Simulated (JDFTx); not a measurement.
# Ru (P6_3/mmc) in JDFTx: notebook

The runs below take Ru through equation of state, with PBEsol.

All numbers are computed with JDFTx 1.7.0 (patched build); they aren't measurements. Logs are shortened: lines on timing, memory, paths and dates and some standing lists are left out, and cuts for length are marked. The log counts tension as positive stress, the text compression.

## 1. The crystal as given

Symmetry: P6_3/mmc, No. 194, hexagonal system. The conventional cell has a = 2.706 Å, b = 2.706 Å, c = 4.282 Å, α = 90.00°, β = 90.00°, γ = 120.00°. Around Ru (site symmetry -6m2) lie 12 Ru at 2.65 to 2.71 Å.

## 2. Equation of state, PBEsol, 12.76 Å³/atom (volume scaled by 0.94)

Contents of Ru.in:

```
lattice \
    2.6505640930    -1.3252820465     0.0000000000 \
    0.0000000000     2.2954558389     0.0000000000 \
    0.0000000000     0.0000000000     4.1944897589
latt-scale 1.889726124626 1.889726124626 1.889726124626
coords-type Lattice
ion Ru     0.6666666667     0.3333333333     0.7500000000 1
ion Ru     0.3333333333     0.6666666667     0.2500000000 1

ion-species pseudo/Ru.upf
elec-cutoff 42 336
elec-ex-corr gga-PBEsol
kpoint-folding 11 11 6
elec-smearing Fermi 0.0018374661
elec-n-bands 23
electronic-SCF nIterations 100 energyDiffThreshold 1e-09
electronic-minimize nIterations 30 energyDiffThreshold 1e-7
forces-output-coords Cartesian

dump-name run.$VAR
dump End Ecomponents EigStats BandEigs Kpoints Forces Stress
```

Potentials or basis: PseudoDojo-SR-PBEsol-0.4.1-standard with smoothed tails.

Run with:

```sh
jdftx -c 1 -i Ru.in -o Ru.out
```

What it wrote:

```text
*************** JDFTx 1.7.0 (patched build) ***************

Input parsed successfully to the following command list (including defaults):
[... the input with its defaults ...]

---------- Setting up symmetries ----------

Found 24 point-group symmetries of the bravais lattice
Found 24 space-group symmetries with basis
Applied RMS atom displacement 2.89186e-10 bohrs to make symmetries exact.

---------- Initializing the Grid ----------
R =
[      5.00884     -2.50442            0  ]
[            0      4.33778            0  ]
[            0            0      7.92644  ]
unit cell volume = 172.22
G =
[    1.25442   0.724239         -0  ]
[          0    1.44848          0  ]
[          0         -0   0.792687  ]
Minimum fftbox size, Smin = [  44  44  68  ]
Chosen fftbox size, S = [  48  48  70  ]

---------- Initializing tighter grid for wavefunction operations ----------
R =
[      5.00884     -2.50442            0  ]
[            0      4.33778            0  ]
[            0            0      7.92644  ]
unit cell volume = 172.22
G =
[    1.25442   0.724239         -0  ]
[          0    1.44848          0  ]
[          0         -0   0.792687  ]
Minimum fftbox size, Smin = [  32  32  48  ]
Chosen fftbox size, S = [  32  32  48  ]

---------- Exchange Correlation functional ----------
Initalized PBEsol GGA exchange.
Initalized PBEsol GGA correlation.

---------- Setting up pseudopotentials ----------
Width of ionic core gaussian charges (only for fluid interactions / plotting) set to 0

Reading pseudopotential file 'pseudo/Ru.upf':
  'Ru' pseudopotential, 'PBESOL' functional
  Generated using ONCVPSP code by D. R. Hamann
  16 valence electrons, 4 orbitals, 6 projectors, 1001 radial grid points, with lMax = 2
    4S    l: 0   occupation:  2.0   eigenvalue: -2.804534
    4P    l: 1   occupation:  6.0   eigenvalue: -1.704433
    4D    l: 2   occupation:  7.0   eigenvalue: -0.191717
    5S    l: 0   occupation:  1.0   eigenvalue: -0.156874
  Core radius for overlap checks: 1.34 bohrs.

Initialized 1 species with 2 total atoms.

Folded 1 k-points by 11x11x6 to 726 k-points.

---------- Setting up k-points, bands, fillings ----------
Reduced to 64 k-points under symmetry.
Computing the number of bands and number of electrons
Calculating initial fillings.
nElectrons:  32.000000   nBands: 23   nStates: 64

----- Setting up reduced wavefunction bases (one per k-point) -----
average nbasis = 2239.109 , ideal nbasis = 2238.984

---------- Setting up ewald sum ----------
Optimum gaussian width for ewald sums = 1.977422 bohr.
Real space sum over 1521 unit cells with max indices [  6  6  4  ]
Reciprocal space sum over 2057 terms with max indices [  5  5  8  ]

---------- Allocating electronic variables ----------
Initializing wave functions:  linear combination of atomic orbitals
Note: number of bands (23) exceeds available atomic orbitals (20)
Ru pseudo-atom occupations:   s ( 2 0 )  p ( 6 )  d ( 8 )
	FillingsUpdate:  mu: +0.916978527  nElectrons: 32.000000
LCAOMinimize: Iter:   0  F: -190.4400797459367709  |grad|_K:  2.020e-03  alpha:  1.000e+00
	FillingsUpdate:  mu: +0.956152271  nElectrons: 32.000000
LCAOMinimize: Iter:   1  F: -190.4931143923954835  |grad|_K:  6.682e-05  alpha:  7.243e-01  linmin:  1.383e-01  cgtest: -8.329e-01
	FillingsUpdate:  mu: +0.956184215  nElectrons: 32.000000
[... 5 lines of inner loops ...]
LCAOMinimize: Iter:   4  F: -190.4931653341511151  |grad|_K:  7.464e-07  alpha:  7.353e-01  linmin:  2.734e-05  cgtest:  4.662e-01
	FillingsUpdate:  mu: +0.955040587  nElectrons: 32.000000
LCAOMinimize: Iter:   5  F: -190.4931653405985230  |grad|_K:  4.829e-08  alpha:  6.832e-01  linmin: -1.853e-03  cgtest:  8.673e-03
LCAOMinimize: Converged (|Delta F|<1.000000e-06 for 2 iters).

-------- Electronic minimization -----------
Will mix electronic density at each iteration.
	FillingsUpdate:  mu: +0.955040587  nElectrons: 32.000000
	FillingsUpdate:  mu: +0.948208494  nElectrons: 32.000000
SCF: Cycle:  0   F: -190.559610146853089   dF: -6.644e-02   |Residual|: 9.674e-02   |deigs|: 2.540e-01
	FillingsUpdate:  mu: +0.934103701  nElectrons: 32.000000
SCF: Cycle:  1   F: -190.567298310758190   dF: -7.688e-03   |Residual|: 2.684e-02   |deigs|: 1.660e-02
	FillingsUpdate:  mu: +0.930957838  nElectrons: 32.000000
SCF: Cycle:  2   F: -190.567584829392075   dF: -2.865e-04   |Residual|: 1.049e-02   |deigs|: 3.541e-03
	FillingsUpdate:  mu: +0.931678410  nElectrons: 32.000000
SCF: Cycle:  3   F: -190.567585535350986   dF: -7.060e-07   |Residual|: 3.238e-03   |deigs|: 1.077e-03
	FillingsUpdate:  mu: +0.931332921  nElectrons: 32.000000
SCF: Cycle:  4   F: -190.567593752901644   dF: -8.218e-06   |Residual|: 1.297e-03   |deigs|: 4.256e-04
	FillingsUpdate:  mu: +0.931235281  nElectrons: 32.000000
SCF: Cycle:  5   F: -190.567595190528237   dF: -1.438e-06   |Residual|: 4.625e-04   |deigs|: 1.316e-04
	FillingsUpdate:  mu: +0.931170620  nElectrons: 32.000000
SCF: Cycle:  6   F: -190.567595423194035   dF: -2.327e-07   |Residual|: 9.578e-05   |deigs|: 8.157e-05
	FillingsUpdate:  mu: +0.931157792  nElectrons: 32.000000
SCF: Cycle:  7   F: -190.567595435888080   dF: -1.269e-08   |Residual|: 7.134e-05   |deigs|: 2.074e-05
	FillingsUpdate:  mu: +0.931167180  nElectrons: 32.000000
SCF: Cycle:  8   F: -190.567595440555692   dF: -4.668e-09   |Residual|: 1.800e-05   |deigs|: 1.928e-05
	FillingsUpdate:  mu: +0.931169324  nElectrons: 32.000000
SCF: Cycle:  9   F: -190.567595441125121   dF: -5.694e-10   |Residual|: 6.195e-06   |deigs|: 1.369e-05
	FillingsUpdate:  mu: +0.931169429  nElectrons: 32.000000
SCF: Cycle: 10   F: -190.567595441232527   dF: -1.074e-10   |Residual|: 4.067e-06   |deigs|: 1.146e-05
SCF: Converged (|Delta E|<1.000000e-09 for 2 iters).

Setting wave functions to eigenvectors of Hamiltonian

# Stress tensor in Cartesian coordinates [Eh/a0^3]:
[ -0.000575644            0            0  ]
[            0 -0.000575644            0  ]
[            0            0 -0.000609953  ]

# Ionic positions in lattice coordinates:
ion Ru   0.666666666666667   0.333333333333333   0.750000000000000 1
ion Ru   0.333333333333333   0.666666666666667   0.250000000000000 1

# Forces in Cartesian coordinates:
force Ru  -0.000000000000000   0.000000000000000   0.000000000000000 1
force Ru  -0.000000000000000  -0.000000000000000   0.000000000000000 1

# Energy components:
   Eewald =     -167.4096896460951882
       EH =       26.8427752789374665
     Eloc =     -108.0827498332808574
      Enl =       15.3361253617411144
      Exc =      -34.0276420739943717
 Exc_core =       11.4784854408852297
       KE =       65.2956675517780099
-------------------------------------
     Etot =     -190.5670279200285790
       TS =        0.0005675212039531
-------------------------------------
        F =     -190.5675954412325268

IonicMinimize: Iter:   0  F: -190.567595441232527  |grad|_K:       -nan
IonicMinimize: None of the convergence criteria satisfied after 0 iterations.

#--- Lowdin population analysis ---
# oxidation-state Ru +0.091 +0.091

Dumping 'run.eigStats' ...
	eMin: -1.756629 at state 0 ( [ +0.000000 +0.000000 +0.000000 ] spin 0 )
	HOMO: +0.930643 at state 12 ( [ +0.000000 +0.272727 +0.000000 ] spin 0 )
	mu  : +0.931169
	LUMO: +0.931752 at state 49 ( [ +0.181818 +0.272727 +0.166667 ] spin 0 )
	eMax: +1.634805 at state 24 ( [ +0.090909 +0.090909 +0.000000 ] spin 0 )
	HOMO-LUMO gap: +0.001109
	Optical gap  : +0.003467 at state 18 ( [ +0.000000 +0.363636 +0.333333 ] spin 0 )
Done!
```

Wall time 45 s (1 thread of AMD EPYC 9R45 (Zen 5), shared host); peak memory 0.19 GiB.

What came out:

- Free energy: -5185.6084 eV
- Pressure: 17.3 GPa
- Band gap on the k mesh: none (metal or under the smearing width)

## 3. Equation of state, PBEsol, 13.03 Å³/atom (volume scaled by 0.96)

Ru.in, as its differences from that of step 2:

```diff
@@ -1,5 +1,5 @@
 lattice \
-    2.6505640930    -1.3252820465     0.0000000000 \
-    0.0000000000     2.2954558389     0.0000000000 \
-    0.0000000000     0.0000000000     4.1944897589
+    2.6692306523    -1.3346153261     0.0000000000 \
+    0.0000000000     2.3116215535     0.0000000000 \
+    0.0000000000     0.0000000000     4.2240293924
 latt-scale 1.889726124626 1.889726124626 1.889726124626
@@ -20,2 +20,2 @@
 dump-name run.$VAR
-dump End Ecomponents EigStats BandEigs Kpoints Forces Stress
+dump End Ecomponents EigStats BandEigs Kpoints Forces Stress ElecDensity Dtot KEdensity
```

Potentials or basis: PseudoDojo-SR-PBEsol-0.4.1-standard with smoothed tails.

Run with:

```sh
jdftx -c 1 -i Ru.in -o Ru.out
```

Run time: 42 s. Hardware: 1 thread of AMD EPYC 9R45 (Zen 5), shared host; peak memory 0.2 GiB.

It converged, with:

- Free energy: -5185.6524 eV
- Pressure: 8.7 GPa
- Band gap on the k mesh: none (metal or under the smearing width)

## 4. Equation of state, PBEsol, 13.30 Å³/atom (volume scaled by 0.98)

Ru.in, as its differences from that of step 3:

```diff
@@ -1,5 +1,5 @@
 lattice \
-    2.6692306523    -1.3346153261     0.0000000000 \
-    0.0000000000     2.3116215535     0.0000000000 \
-    0.0000000000     0.0000000000     4.2240293924
+    2.6876397213    -1.3438198606     0.0000000000 \
+    0.0000000000     2.3275642749     0.0000000000 \
+    0.0000000000     0.0000000000     4.2531615502
 latt-scale 1.889726124626 1.889726124626 1.889726124626
```

Run with:

```sh
jdftx -c 1 -i Ru.in -o Ru.out
```

Run time: 45 s. Hardware: 1 thread of AMD EPYC 9R45 (Zen 5), shared host; peak memory 0.2 GiB.

It converged, with:

| Item | Value |
| --- | --- |
| Free energy | -5185.6689 eV |
| Pressure | 1.1 GPa |
| Band gap on the k mesh | none (metal or under the smearing width) |

## 5. Equation of state, PBEsol, 13.57 Å³/atom

Ru.in, as its differences from that of step 4:

```diff
@@ -1,5 +1,5 @@
 lattice \
-    2.6876397213    -1.3438198606     0.0000000000 \
-    0.0000000000     2.3275642749     0.0000000000 \
-    0.0000000000     0.0000000000     4.2531615502
+    2.7058000000    -1.3529000000     0.0000000000 \
+    0.0000000000     2.3432915376     0.0000000000 \
+    0.0000000000     0.0000000000     4.2819000000
 latt-scale 1.889726124626 1.889726124626 1.889726124626
```

Run with:

```sh
jdftx -c 1 -i Ru.in -o Ru.out
```

Wall time 46 s (1 thread of AMD EPYC 9R45 (Zen 5), shared host); peak memory 0.21 GiB.

It converged, with:

```yaml
Free_energy: -5185.6611 eV
Pressure: -5.7 GPa
Band_gap_on_the_k_mesh: none (metal or under the smearing width)
```

## 6. Equation of state, PBEsol, 13.85 Å³/atom (volume scaled by 1.02)

Ru.in, as its differences from that of step 5:

```diff
@@ -1,5 +1,5 @@
 lattice \
-    2.7058000000    -1.3529000000     0.0000000000 \
-    0.0000000000     2.3432915376     0.0000000000 \
-    0.0000000000     0.0000000000     4.2819000000
+    2.7237197275    -1.3618598638     0.0000000000 \
+    0.0000000000     2.3588104769     0.0000000000 \
+    0.0000000000     0.0000000000     4.3102577801
 latt-scale 1.889726124626 1.889726124626 1.889726124626
```

Potentials or basis: PseudoDojo-SR-PBEsol-0.4.1-standard with smoothed tails.

Run with:

```sh
jdftx -c 1 -i Ru.in -o Ru.out
```

It took 40 s on 1 thread of AMD EPYC 9R45 (Zen 5), shared host; peak memory 0.21 GiB.

The run converged. Its results:

```
Free energy            : -5185.6315 eV
Pressure               : -11.7 GPa
Band gap on the k mesh : none (metal or under the smearing width)
```

## 7. Equation of state, PBEsol, 14.12 Å³/atom (volume scaled by 1.04)

Ru.in, as its differences from that of step 6:

```diff
@@ -1,5 +1,5 @@
 lattice \
-    2.7237197275    -1.3618598638     0.0000000000 \
-    0.0000000000     2.3588104769     0.0000000000 \
-    0.0000000000     0.0000000000     4.3102577801
+    2.7414067149    -1.3707033574     0.0000000000 \
+    0.0000000000     2.3741278572     0.0000000000 \
+    0.0000000000     0.0000000000     4.3382472512
 latt-scale 1.889726124626 1.889726124626 1.889726124626
```

Run with:

```sh
jdftx -c 1 -i Ru.in -o Ru.out
```

Wall time 56 s (1 thread of AMD EPYC 9R45 (Zen 5), shared host); peak memory 0.21 GiB.

Results (log left out):

- Free energy: -5185.5827 eV
- Pressure: -17.1 GPa
- Band gap on the k mesh: none (metal or under the smearing width)

## 8. Equation of state, PBEsol, 14.39 Å³/atom (volume scaled by 1.06)

Ru.in, as its differences from that of step 7:

```diff
@@ -1,5 +1,5 @@
 lattice \
-    2.7414067149    -1.3707033574     0.0000000000 \
-    0.0000000000     2.3741278572     0.0000000000 \
-    0.0000000000     0.0000000000     4.3382472512
+    2.7588683749    -1.3794341875     0.0000000000 \
+    0.0000000000     2.3892500984     0.0000000000 \
+    0.0000000000     0.0000000000     4.3658801443
 latt-scale 1.889726124626 1.889726124626 1.889726124626
```

Run with:

```sh
jdftx -c 1 -i Ru.in -o Ru.out
```

Run time: 44 s. Hardware: 1 thread of AMD EPYC 9R45 (Zen 5), shared host; peak memory 0.22 GiB.

Results (log left out):

* Free energy: -5185.5169 eV
* Pressure: -21.8 GPa
* Band gap on the k mesh: none (metal or under the smearing width)

## 9. Equation of state, PBEsol

Potentials or basis: PseudoDojo-SR-PBEsol-0.4.1-standard with smoothed tails.

No new run: the results of the series are fitted here.

What came out:

```yaml
Equilibrium_volume: 13.35 Å³/atom
Bulk_modulus_at_fixed_shape_and_positions: 347 GPa
Pressure_derivative_of_the_bulk_modulus: 4.8
```

Energy against volume, from the lowest point:
| volume (Å³/atom) | energy (meV/atom) |
| --- | --- |
| 12.760 | 30.25 |
| 13.032 | 8.26 |
| 13.303 | 0.00 |
| 13.575 | 3.93 |
| 13.846 | 18.71 |
| 14.118 | 43.11 |
| 14.389 | 76.05 |

Caveat: the cell was scaled at fixed shape and fractional positions, which overstates the stiffness of a crystal with free parameters, most of all of layers and chains.

## 10. The reference run

An earlier run on the cell as given: functional PBEsol; potentials or basis PseudoDojo-SR-PBEsol-0.4.1-standard with smoothed tails; cutoff 1143 eV; density cutoff 9143 eV; k mesh 11 × 11 × 6; occupations fermi-dirac, width 0.05 eV; no spin polarisation.

- Pressure: -5.7 GPa
- Band gap on the k mesh: none (metal or under the smearing width)
